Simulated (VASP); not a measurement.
## A VASP 6.6.1 single-point calculation on CaO

INCAR

```
NSW = 0
LCHARG = .FALSE.
NELM = 96
EDIFF = 1E-7
LASPH = .TRUE.
NBANDS = 15
ENCUT = 520
LREAL = .FALSE.
LWAVE = .FALSE.
SIGMA = 0.1
IBRION = -1
ISYM = 0
ISIF = 2
PREC = Accurate
GGA = CA
ISMEAR = 2
```

KPOINTS

```
KPOINTS created by Atomic Simulation Environment
0
Gamma
4 4 4
0 0 0
```

POSCAR

```
Ca O
 1.0000000000000000
    -0.0000000000000000    2.3975501229068663    2.3975501229068663
     2.3975501229068663   -0.0000000000000000    2.3975501229068663
     2.3975501229068663    2.3975501229068663   -0.0000000000000000
 Ca  O
   1   1
Cartesian
  0.0000000000000000  0.0000000000000000  0.0000000000000000
  2.3975501229068663  2.3975501229068663  2.3975501229068663
```

The recommended LDA PAW datasets give the neutral cell 16 valence electrons.

Command

```
mpirun -np 1 vasp_std
```

Predict the outcome of this run.

It converged. Results: gap between bands v and c on the k mesh 3.45 eV; least direct gap on the k mesh 3.82 eV; pressure -5.5 GPa. Band v is the last that the valence electrons fill when counted band by band, and c is the next.

OSZICAR

```
N       E                     dE             d eps       ncg     rms          rms(c)
DAV:   1     0.124869466198E+03    0.12487E+03   -0.83380E+03  1080   0.109E+03
DAV:   2    -0.102475674570E+02   -0.13512E+03   -0.12602E+03  1348   0.290E+02
DAV:   3    -0.157581583850E+02   -0.55106E+01   -0.54720E+01  1340   0.601E+01
DAV:   4    -0.158997531831E+02   -0.14159E+00   -0.14130E+00  1496   0.879E+00
DAV:   5    -0.159014643887E+02   -0.17112E-02   -0.17112E-02  1299   0.891E-01    0.844E+00
DAV:   6    -0.143465584409E+02    0.15549E+01   -0.48582E+00  1217   0.213E+01    0.369E+00
DAV:   7    -0.142300516335E+02    0.11651E+00   -0.41295E-01  1185   0.665E+00    0.182E+00
DAV:   8    -0.141956231320E+02    0.34429E-01   -0.81750E-02  1346   0.294E+00    0.389E-01
DAV:   9    -0.141942435824E+02    0.13795E-02   -0.41423E-03  1123   0.513E-01    0.976E-02
DAV:  10    -0.141946207609E+02   -0.37718E-03   -0.22747E-04  1469   0.149E-01    0.339E-02
DAV:  11    -0.141946092618E+02    0.11499E-04   -0.15570E-05  1458   0.473E-02    0.649E-03
DAV:  12    -0.141946089401E+02    0.32169E-06   -0.31934E-06  1381   0.156E-02    0.416E-03
DAV:  13    -0.141946087973E+02    0.14277E-06   -0.38449E-07  1241   0.526E-03    0.745E-04
DAV:  14    -0.141946087873E+02    0.99903E-08   -0.15405E-08   694   0.195E-03
   1 F= -.14194609E+02 E0= -.14194609E+02  d E =-.390180E-12
```

For comparison, a separate LDA run of the intended cell, on usual settings and not on those above, gives a gap of 3.46 eV on its mesh and a pressure of -5.5 GPa.
